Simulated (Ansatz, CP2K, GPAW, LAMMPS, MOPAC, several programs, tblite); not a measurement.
What each method gives for SiC (h-MgO type)

SiC built on the h-MgO prototype (no longer in that coordination), relaxed with r2SCAN in Ansatz, was computed with several methods. Space group P6_3/mmc (No. 194), hexagonal; conventional cell a = 3.137 Å, c = 4.933 Å, 10.51 Å³ an atom. Around Si lie 3 C at 1.81 Å; around C lie 3 Si at 1.81 Å. No spin polarisation. The prototype was imposed, so other structures may be more stable.

```cif
data_structure
_symmetry_space_group_name_H-M 'P 1'
_symmetry_Int_Tables_number 1
_cell_length_a 3.1373
_cell_length_b 3.1373
_cell_length_c 4.9327
_cell_angle_alpha 90.000
_cell_angle_beta 90.000
_cell_angle_gamma 120.000
_cell_volume 42.05
loop_
_atom_site_label
_atom_site_type_symbol
_atom_site_fract_x
_atom_site_fract_y
_atom_site_fract_z
_atom_site_occupancy
Si1 Si 0.33333 0.66667 0.25000 1
Si2 Si 0.66667 0.33333 0.75000 1
C1 C 0.66667 0.33333 0.25000 1
C2 C 0.33333 0.66667 0.75000 1
```

Gaps and times are for a single point on this cell; volume and bulk modulus come from each method's own relaxation or energy curve at fixed shape, which is too stiff where a cell has free coordinates or axes. Times are rough, from shared hosts (Arm Neoverse V1), and each method has its own mesh and cell size. A double dagger marks a value from a curve with shape and coordinates held. A star marks a curve whose lowest point is an end point. PM6 (MOPAC), PM7 (MOPAC), GFN1-xTB (tblite), GFN2-xTB (tblite) treat a cluster of cells at its zone centre, which samples few k points: where these miss a band edge, the gap comes out too large for that reason alone. Gaps from k meshes are read at a limited set of points (mesh, symmetry points, PBE's band edges), so each method's own least gap may be somewhat smaller. Force fields have no electrons; where one was fitted to this phase, its volume and modulus reflect the fit. xTB and the PM methods were fitted mostly to molecules, and can miss a solid's gap by electronvolts. Minimal bases can be far off for gaps. Curves at held shape can't give the bulk modulus of a layered or molecular crystal, so none is listed. d marks a direct gap, i an indirect one (no mark: not told apart), a dash a value that wasn't computed or didn't pass its checks.

```tsv
method	kind	gap (eV)	own volume (Å³/atom)	bulk modulus (GPa)	atoms computed	processor time
SiC_Erhart-Albe.tersoff (LAMMPS)	force field	–	11.13	–	4	0.13 s
SiC.vashishta (LAMMPS)	force field	–	12.13	–	4	0.13 s
SiCGe.tersoff (LAMMPS)	force field	–	10.59	–	4	0.13 s
non-self-consistent DFTB (CP2K)	tight binding	2.47 i	–	–	4	0.58 s
light PBE (260 eV and a coarse mesh)	light plane-wave	overlap 0.16	–	–	4	0.69 s
PBE	semilocal	overlap 0.12	10.56	–	4	3.4 s
r2SCAN	semilocal	0.11 i	10.51	–	4	7 s
PBE/SZV (CP2K)	small basis	0.68 i	11.76*‡	–	4	7.1 s
GFN1-xTB (tblite)	tight binding	2.26	–	–	128	9.2 s
PBE/single zeta (GPAW)	small basis	0.89 i	–	–	4	16 s
GFN2-xTB (tblite)	tight binding	1.79	–	–	128	20 s
PBE/DZVP (CP2K)	small basis	overlap 0.26	10.64‡	–	4	21 s
PM7 (MOPAC)	semi-empirical	4.68	–	–	128	33 s
PM6 (MOPAC)	semi-empirical	9.32	–	–	128	75 s
```

Against r2SCAN (0.11 eV) and with closed or daggered gaps left aside, the nearest gap at the points sampled is that of PBE/SZV (CP2K) (+0.57 eV) and the farthest that of PM6 (MOPAC) (+9.21 eV). r2SCAN is only a yardstick of convenience: semilocal gaps usually lie below measured ones, which GLLB-SC and hybrids aim to mend.

Volumes against r2SCAN's: SiC_Erhart-Albe.tersoff (LAMMPS) +5.9 %, SiC.vashishta (LAMMPS) +15.4 %, SiCGe.tersoff (LAMMPS) +0.7 %, PBE +0.5 %.

Relaxed on its own, the cell leaves this structure with non-self-consistent DFTB (CP2K), so no volume is listed.

With PBE the bands overlap or touch, or nearly. Semilocal functionals can close a real gap, so this doesn't show a metal; small gaps of other methods may in turn close between the points read or with spin-orbit coupling, and the solid may be a semimetal.
